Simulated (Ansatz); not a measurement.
**GeBr2 (model cell, started as fluorite): relaxing the cell for a phonon run**

Task: relax GeBr2 (model cell, started as fluorite) tightly.

Calculated with Ansatz 0.2.0; DFT PBEsol, scalar-relativistic, plane waves, PAW.

The structure was built from a prototype and need not be the compound's stable phase.

## (1) Set-up

The structure is cubic, space group Fm-3m (No. 225). Conventional cell: a = 6.803 Å, b = 6.803 Å, c = 6.803 Å, α = 90.00°, β = 90.00°, γ = 90.00°. Nearest to Ge lie 8 Br at 2.95 Å. Br has 4 Ge at 2.95 Å nearest. Farther neighbours and most contacts between anions are not listed.

## (2) Probe on a coarse mesh

A quick single point on a coarse mesh tells whether the cell has a gap and how far it is from rest, which sets the k mesh and smearing that follow.

input.yaml

```yaml
crystal:
  lattice:
    - [0.0, 3.40152, 3.40152]
    - [3.40152, 0.0, 3.40152]
    - [3.40152, 3.40152, 0.0]
  atoms:
    - { symbol: Ge, position: [0.0, 0.0, 0.0] }
    - { symbol: Br, position: [0.25, 0.25, 0.25] }
    - { symbol: Br, position: [0.75, 0.75, 0.75] }
kpoints:
  mp_grid: { grid: [4, 4, 4] }
hamiltonian:
  xc: pbesol
scf:
  occupations: { method: gaussian, width: 0.1 }
output:
  forces: true
  stress: true
  eigenvalues: true
```

Run with:

```console
$ ansatz run input.yaml --threads 4 --pin off --max-ram 7168MiB --backend cpu --events-out ev --progress --plain --runs-dir out
```

Numbers of over 12 decimals in the logs are rounded to 6 here.

The program printed:

```text
Engine: ansatz 0.2.0, aarch64-unknown-linux-gnu
Pseudopotentials: kind: paw
Pseudopotential: Ge, paw, valence charge 14, recommended cutoff 420 eV (normal), Ge.paw.azcp
Pseudopotential: Br, paw, valence charge 7, recommended cutoff 420 eV (normal), Br.paw.azcp
Functional definition: PBEsol
  exchange = pbesol_x
  correlation = pbesol_c
Crystal: 3 atoms, lattice volume = 78.713 Å³
[...]
P = ⅓ Tr σ = 1.0929 GPa (10.929 kbar)
--- Band table (eV; the first three rows and the last of 8) ---
  k-point 0: bands = [... 10 lower, 1.8794, 3.2397, 3.2397, 3.2397, 6.9043, 6.9043, 6.9043, 11.7710]
  k-point 1: bands = [... 10 lower, 1.8097, 2.9486, 2.9486, 4.3329, 7.5252, 7.5252, 7.5425, 12.8301]
  k-point 2: bands = [... 10 lower, 1.8373, 2.6135, 2.6135, 4.6373, 8.4014, 8.4014, 9.1309, 12.4628]
  k-point 7: bands = [... 10 lower, 1.9778, 3.5866, 4.5391, 4.6510, 8.3989, 8.5626, 8.5626, 12.2440]
[key lines of the parts left out:]
SCF converged after 6 iterations
Free energy (F): -9727.578306 eV
Fermi energy:    5.655705 eV
```

It took 0.4 s on 4 threads of Arm Neoverse V2, shared host; peak memory 0.32 GiB.

A gap read on the k-mesh alone can miss the band edges.

Numbers from this step:

```
pressure           : 1.093 GPa
gap on the k-mesh  : 1.654 eV
volume per atom    : 26.24 Å³
direct gap on mesh : 2.061 eV
```

The coarse mesh shows a gap of 1.65 eV and a pressure of 1.1 GPa.

## (3) Relaxation

Harmonic phonons are second derivatives at a point where the forces vanish, and they are wanted at zero stress, so atoms and cell are relaxed first.

input.yaml, the sections that differ from step 2:

```yaml
kpoints:
  mp_grid: { grid: [6, 6, 6] }
scf:
  occupations: { method: gaussian, width: 0.02 }
output:
  forces: true
  stress: true
  eigenvalues: true
  write_density: true
  write_potential: true
  elf: true
  volumetric_format: npy
relax:
  adjacent_minimum: "off"
  f_tol: 0.005
  max_steps: 80
  cell: { stress_tol: 0.05 }
# crystal, hamiltonian: as in step 2
```

The program printed:

```text
[...]
Crystal: 3 atoms, lattice volume = 78.713 Å³
Basis set: ecut = 420 eV, 1471 PW (Γ), exchange–correlation on 72×72×72 points (8 copies of the dense FFT grid, shifted against one another)
Bands: 18, of which v1, the nominal top of the filled ones, is band 14 counted from 1 (13 counted from 0)
Symmetry: 48 space group operations
[...]
k-points: 16 of 216
[...]
SCF iter   1: F=—  HF=-9727.585286 eV  |F-HF|=—  |Δ(HF+E_count)|=         —  Δρ=2.04e-3  dr2=4.41e-3  ethr=1.77e-3  ⟨swp⟩=7.6  Hψ=1564  notcnv=0
[...]
SCF iter   6: F=-9727.583945 eV  HF=-9727.583945 eV  |F-HF|=2.77e-8  |Δ(HF+E_count)|=   5.77e-7  Δρ=2.06e-6  dr2=3.69e-9  ethr=2.05e-10  ⟨swp⟩=8.2  Hψ=2106  notcnv=0
SCF 1 converged in 6 iterations: F = -9727.583945 eV  dr2 = 3.69e-9
[...]
relax step   1: F+E_penalty+E_count = -9727.58394487 eV  Δ(F+E_penalty+E_count) = +0.000e0 eV  max|allowed force component| = 8.018e-17 eV/Å  Δτ_max = 0.0000 Å  P = +1.053 GPa  Ω = 78.713 Å³  (6 SCF iters, dr2 threshold 1.00e-7 eV, accepted)
Crystal: 3 atoms, lattice volume = 80.883 Å³
Basis set: ecut = 420 eV, 1591 PW (Γ), exchange–correlation on 72×72×72 points (8 copies of the dense FFT grid, shifted against one another)
[...]
iter 1 solved again at ethr=1.03e-5 eV; its pass at ethr=3.10e-3 eV (dr2=2.88e-3 eV) is discarded
[...]
SCF iter   5: F=-9727.589397 eV  HF=-9727.589397 eV  |F-HF|=1.00e-10  |Δ(HF+E_count)|=   3.96e-7  Δρ=3.65e-6  dr2=1.39e-8  ethr=1.07e-9  ⟨swp⟩=11.5  Hψ=2435  notcnv=0
SCF 2 converged in 5 iterations: F = -9727.589397 eV  dr2 = 1.39e-8
relax step   2: F+E_penalty+E_count = -9727.58939690 eV  Δ(F+E_penalty+E_count) = -5.452e-3 eV  max|allowed force component| = 3.146e-16 eV/Å  Δτ_max = 0.0000 Å  P = -0.178 GPa  Ω = 80.883 Å³  energy of the carried Pulay correction = -2.722e-4 eV  (5 SCF iters, dr2 threshold 3.00e-7 eV, accepted)
Crystal: 3 atoms, lattice volume = 80.561 Å³
[...]
SCF iter   4: F=-9727.589623 eV  HF=-9727.589623 eV  |F-HF|=3.70e-9  |Δ(HF+E_count)|=   1.67e-7  Δρ=4.58e-6  dr2=1.70e-8  ethr=2.84e-10  ⟨swp⟩=10.9  Hψ=2263  notcnv=0
SCF 3 converged in 4 iterations: F = -9727.589623 eV  dr2 = 1.70e-8
relax step   3: F+E_penalty+E_count = -9727.58962336 eV  Δ(F+E_penalty+E_count) = -2.265e-4 eV  max|allowed force component| = 3.207e-16 eV/Å  Δτ_max = 0.0000 Å  P = -0.007 GPa  Ω = 80.561 Å³  energy of the carried Pulay correction = -2.324e-4 eV  (4 SCF iters, dr2 threshold 7.95e-8 eV, accepted)
[...]
SCF iter   7: F=-9727.589853 eV  HF=-9727.589853 eV  |F-HF|=4.00e-11  |Δ(HF+E_count)|=  1.82e-10  Δρ=1.05e-7  dr2=1.92e-11  ethr=1.00e-12  ⟨swp⟩=6.9  Hψ=1459  notcnv=0
SCF 4 converged in 7 iterations: F = -9727.589853 eV  dr2 = 1.92e-11
relax step   4: F+E_penalty+E_count = -9727.58985300 eV  Δ(F+E_penalty+E_count) = -2.296e-4 eV  max|allowed force component| = 2.652e-16 eV/Å  Δτ_max = 0.0000 Å  P = -0.008 GPa  Ω = 80.561 Å³  stress off target by 8.39e-3 GPa  SCF on the basis re-selected at this cell (its energy is not comparable with the rows above)  (7 SCF iters)
basis re-selected at this cell: Δ(F+E_penalty+E_count) = -2.296e-4 eV, ΔP = -0.001 GPa vs the last step (what re-selecting the basis moved, of the pressure what is left beyond the Pulay correction that the steps carried, after the strain that the cell walked since its last selection, with what the two solves' SCF thresholds leave and, on support functions, any second-order correction that the steps lacked; it is no m [...]
SCF converged after 7 iterations
Free energy (F): -9727.589853 eV
[...]
Internal energy: -9727.589853 eV  (E = F + TS)
E sigma→0 (E₀):  -9727.589853 eV
Fermi energy:    5.414732 eV
[...]
--- Stress (GPa, compression-positive) ---
       -0.008387      -0.000000      -0.000000
       -0.000000      -0.008387      -0.000000
        0.000000      -0.000000      -0.008387
  P = ⅓ Tr σ = -0.0084 GPa (-0.084 kbar)
--- Band table (eV; the first three rows and the last of 16) ---
  k-point 0: bands = [... 10 lower, 1.6961, 3.0114, 3.0114, 3.0114, 6.6377, 6.6377, 6.6377, 11.5155]
  k-point 1: bands = [... 10 lower, 1.6565, 2.8770, 2.8770, 3.7006, 6.8070, 6.9155, 6.9155, 12.0503]
  k-point 2: bands = [... 10 lower, 1.6156, 2.5784, 2.5784, 4.2135, 7.6145, 7.6145, 7.8904, 12.5230]
  k-point 15: bands = [... 10 lower, 2.7079, 3.1538, 4.1989, 4.4340, 7.6217, 8.3147, 8.6290, 11.7535]
--- Relaxed structure (3 steps of the walk, 3 accepted, 1 SCFs on fresh bases) ---
  F+E_penalty+E_count = -9727.58985300 eV   max|allowed force component| = 2.652e-16 eV/Å   (the final SCF, on the basis selected at the relaxed cell)
  cell:  # Å, volume = 80.5614 Å³
    - [0, 3.427933, 3.427933]
    - [3.427933, 0, 3.427933]
    - [3.427933, 3.427933, 0]
  atoms:
    - { symbol: Ge, position: [0, 0, 0] }
    - { symbol: Br, position: [0.25, 0.25, 0.25] }
    - { symbol: Br, position: [0.75, 0.75, 0.75] }
```

Run time: 2 s. Hardware: 4 threads; peak memory 0.36 GiB; 6.8 s of CPU time.

The steps of the relaxation:

```csv
step,energy less that of the first step (eV),largest force component (eV/Å),pressure (GPa),volume (Å³)
1,0.0000,0.0000,1.05,78.71
2,-0.0055,0.0000,-0.18,80.88
3,-0.0057,0.0000,-0.01,80.56
4*,-0.0059,0.0000,-0.01,80.56
```

Relaxation steps marked * repeat the geometry before them on a plane-wave basis chosen anew for their cell, so energy and pressure can jump there.

The run keeps the 48 symmetry operations that it works with, so distortions that break them were not tested.

```
conventional cell, symmetrised  before  after  change
                         a (Å)   6.803  6.856  +0.8 %
                         b (Å)   6.803  6.856  +0.8 %
                         c (Å)   6.803  6.856  +0.8 %
              volume (Å³/atom)   26.24  26.85  +2.3 %
```

Final coordinates:

```xyz
3
Lattice="0.0000 3.4279 3.4279 3.4279 0.0000 3.4279 3.4279 3.4279 0.0000" Properties=species:S:1:pos:R:3 pbc="T T T"
Ge    0.0000    0.0000    0.0000
Br    1.7140    1.7140    1.7140
Br    5.1419    5.1419    5.1419
```

This step gave:

| Item | Value |
| --- | --- |
| pressure | -0.008387 GPa |
| gap on the k-mesh | 1.750 eV |
| volume per atom | 26.85 Å³ |
| direct gap on mesh | 2.028 eV |

ELF in the ac plane of a cell with a along [110], b along [-110] and c along [001] of the cube at fractional y = 0.000, with atoms of Ge and Br within 0.2 Å of it. It is the smooth field of the valence electrons, not physical close to the nuclei.

Values, 10 rows by 16 columns, each cell a mean:
```
0.22 0.38 0.30 0.46 0.49 0.34 0.35 0.27 0.22 0.38 0.30 0.46 0.49 0.34 0.35 0.27
0.33 0.30 0.69 0.73 0.64 0.77 0.37 0.31 0.33 0.30 0.69 0.73 0.64 0.77 0.37 0.31
0.06 0.29 0.80 0.35 0.18 0.80 0.45 0.07 0.06 0.29 0.80 0.35 0.18 0.80 0.45 0.07
0.01 0.20 0.67 0.77 0.76 0.75 0.33 0.03 0.01 0.20 0.67 0.77 0.76 0.75 0.33 0.03
0.00 0.04 0.17 0.30 0.32 0.20 0.06 0.01 0.00 0.04 0.17 0.30 0.32 0.20 0.06 0.01
0.01 0.06 0.28 0.46 0.49 0.35 0.11 0.01 0.01 0.06 0.28 0.46 0.49 0.35 0.11 0.01
0.02 0.24 0.74 0.72 0.63 0.78 0.39 0.04 0.02 0.24 0.74 0.72 0.63 0.78 0.39 0.04
0.10 0.29 0.79 0.35 0.18 0.80 0.44 0.10 0.10 0.29 0.79 0.35 0.18 0.80 0.44 0.10
0.37 0.33 0.61 0.78 0.76 0.71 0.34 0.37 0.37 0.33 0.61 0.78 0.76 0.71 0.34 0.37
0.17 0.37 0.25 0.30 0.31 0.23 0.36 0.22 0.17 0.37 0.25 0.30 0.31 0.23 0.36 0.22
```
Columns run along a (9.7 Å), rows up along c (6.9 Å), edges of the conventional cell, whose origin can differ from the input's. Atoms in or near the plane, at fractional coordinates: Ge at (0.00, 0.00), Ge at (0.50, 0.00), Br at (0.25, 0.25), Br at (0.75, 0.25), Br at (0.25, 0.75), Br at (0.75, 0.75).

Electrostatic potential energy in the ac plane of a cell with a along [110], b along [-110] and c along [001] of the cube at fractional y = 0.000, with atoms of Ge and Br within 0.2 Å of it. With pseudopotentials it is smooth inside the atoms' cores, unlike the true potential.

Ten even steps from '_' (-69 eV) to '@' (10 eV), each cell a mean:
```
--==##@@@@@@@@@@@@@@%%**==--==++%%@@@@@@@@@@@@@@%%++==
++**%%@@@@@@@@@@@@@@@@%%**++++##%%@@@@@@%%@@@@@@%%##++
##%%@@@@@@##++++##@@@@@@%%##%%%%@@@@%%**==**%%@@@@%%%%
@@@@@@@@%%--____--%%@@@@@@@@@@@@@@@@++..__..**@@@@@@@@
@@@@@@@@##..____..##@@@@@@@@@@@@@@%%==______==%%@@@@@@
@@@@@@@@%%--____--%%@@@@@@@@@@@@@@@@++..__..++@@@@@@@@
@@@@@@@@@@##====##@@@@@@@@@@@@@@@@@@%%++==++%%@@@@@@@@
@@@@@@@@@@@@%%%%@@@@@@@@@@@@@@@@@@@@@@@@%%@@@@@@@@@@@@
@@@@@@@@@@@@@@@@@@@@@@@@@@@@@@@@@@@@@@@@@@@@@@@@@@@@@@
@@@@@@@@@@@@@@@@@@@@@@@@@@@@@@@@@@@@@@@@@@@@@@@@@@@@@@
@@@@@@@@@@@@@@@@@@@@@@@@@@@@@@@@@@@@@@@@@@@@@@@@@@@@@@
@@@@@@@@@@%%####%%@@@@@@@@@@@@@@@@@@@@%%##%%@@@@@@@@@@
@@@@@@@@%%++::::++%%@@@@@@@@@@@@@@@@##--..--##@@@@@@@@
@@@@@@@@##::____::##@@@@@@@@@@@@@@%%==______++@@@@@@@@
@@@@@@@@##..____::##@@@@@@@@@@@@@@%%==______==%%@@@@@@
%%@@@@@@%%++..::++%%@@@@@@%%@@@@@@@@##--..--##@@@@@@@@
**##%%@@@@%%####%%@@@@%%##**##%%@@@@@@%%##%%@@@@@@%%##
==++##@@@@@@@@@@@@@@@@##++====**%%@@@@@@@@@@@@@@%%**==
--==**%%@@@@@@@@@@@@%%**==----++%%@@@@@@@@@@@@@@##++--
```
Columns run along a (9.7 Å; values clipped at the 3rd and 97th percentile), rows up along c (6.9 Å), edges of the conventional cell, whose origin can differ from the input's. Atoms in or near the plane, at fractional coordinates: Ge at (0.00, 0.00), Ge at (0.50, 0.00), Br at (0.25, 0.25), Br at (0.75, 0.25), Br at (0.25, 0.75), Br at (0.75, 0.75).

Valence density in the ac plane of a cell with a along [110], b along [-110] and c along [001] of the cube at fractional y = 0.000, with atoms of Ge and Br within 0.2 Å of it. It is the smooth field of the valence electrons, not physical close to the nuclei.

Ten steps, logarithmic in the rise over the least value, from '0' (0 e/Å³) to '9' (38 e/Å³), each cell a mean:
```
852000000002587310000000137
421001111001243110111110113
110012222100111001222221001
000122222210000001222221000
000122112210000001220221000
000022222200000001222221000
000012222100000000122210000
000001111000000000111100000
000000000000000000000000000
000000000000000000000000000
000000110000000000001000000
000011221100000000122210000
000012222100000001222221000
000122112210000001221221000
000122112210000001221221000
000112222110000001222221000
211011221101122101122211012
641000110001465210011100125
962000000002698410000000148
```
Columns run along a (9.7 Å), rows up along c (6.9 Å), edges of the conventional cell, whose origin can differ from the input's. Atoms in or near the plane, at fractional coordinates: Ge at (0.00, 0.00), Ge at (0.50, 0.00), Br at (0.25, 0.25), Br at (0.75, 0.25), Br at (0.25, 0.75), Br at (0.75, 0.75).

In this step the volume went from 26.24 to 26.85 Å³/atom.

## (4) Tight relaxation

Phonons need a cell at rest on their own settings, so the relaxation is repeated with tight tolerances on forces and stress on the k mesh and occupations of the first response run.

input.yaml

```yaml
crystal:
  lattice:
    - [0.0, 3.4279332986, 3.4279332986]
    - [3.4279332986, 0.0, 3.4279332986]
    - [3.4279332986, 3.4279332986, 0.0]
  atoms:
    - { symbol: Ge, position: [0.0, 0.0, 0.0] }
    - { symbol: Br, position: [0.25, 0.25, 0.25] }
    - { symbol: Br, position: [0.75, 0.75, 0.75] }
kpoints:
  mp_grid: { grid: [8, 8, 8] }
hamiltonian:
  xc: pbesol
scf:
  occupations: { method: fixed }
output:
  forces: true
  stress: true
  eigenvalues: true
relax:
  adjacent_minimum: "off"
  f_tol: 0.001
  max_steps: 60
  cell: { stress_tol: 0.01 }
```

The program printed:

```text
[...]
Crystal: 3 atoms, lattice volume = 80.561 Å³
Basis set: ecut = 420 eV, 1591 PW (Γ), exchange–correlation on 72×72×72 points (8 copies of the dense FFT grid, shifted against one another)
Bands: 18, of which v1, the nominal top of the filled ones, is band 14 counted from 1 (13 counted from 0)
[... 1 set-up line as in the run before ...]
[...]
k-points: 29 of 512
[...]
--- Relaxed structure (1 steps of the walk, 1 accepted, 1 SCFs on fresh bases) ---
[...]
cell:  # Å, volume = 80.5614 Å³
    - [0.0, 3.4279332986, 3.4279332986]
    - [3.4279332986, 0.0, 3.4279332986]
    - [3.4279332986, 3.4279332986, 0.0]
  atoms:
    - { symbol: Ge, position: [0.0, 0.0, 0.0] }
    - { symbol: Br, position: [0.250000, 0.250000, 0.250000] }
    - { symbol: Br, position: [0.75, 0.75, 0.75] }
[key lines of the parts left out:]
SCF converged after 6 iterations
Free energy (F): -9727.590046 eV
Fermi energy:    4.539499 eV
P = ⅓ Tr σ = -0.0090 GPa (-0.090 kbar)
```

The job ended after 1.6 s (4 threads; peak memory 0.38 GiB; 5.5 s of CPU time).

Little changed from the start: no atom moved by 0.005 Å and no cell edge by 0.1 %.

This step gave:

- pressure: -0.008973 GPa
- gap on the k-mesh: 1.675 eV

The forces vanish by symmetry and the pressure is -0.009 GPa, within the tolerances set. The cell now holds 26.85 Å³/atom.

## (5) What came out

| Quantity | Value |
| --- | --- |
| space group after relaxation (within 0.01 Å) | Fm-3m |
| lattice constant a | 6.856 Å |
| lattice constant b | 6.856 Å |
| lattice constant c | 6.856 Å |
| volume per atom | 26.9 Å³ |
| gap on the k-mesh | 1.67 eV |

What this shows: The forces vanish by symmetry and the pressure is -0.009 GPa, within the tolerances set. The cell now holds 26.85 Å³/atom. The relaxation keeps the symmetry of its start, so it says nothing on stability against lower symmetry. The starting cell was built on a prototype and not taken from a measurement, so the phase need not exist.

[Logs are printed without paths, hosts, clocks, repeated set-up lines and the standing remarks that a program may print on its own settings, such as how far it seeks lower states.]

[Hosts, paths, dates, database ids (printed as entryN), source tags and the programs' standing remarks are cut or masked in the printed files.]
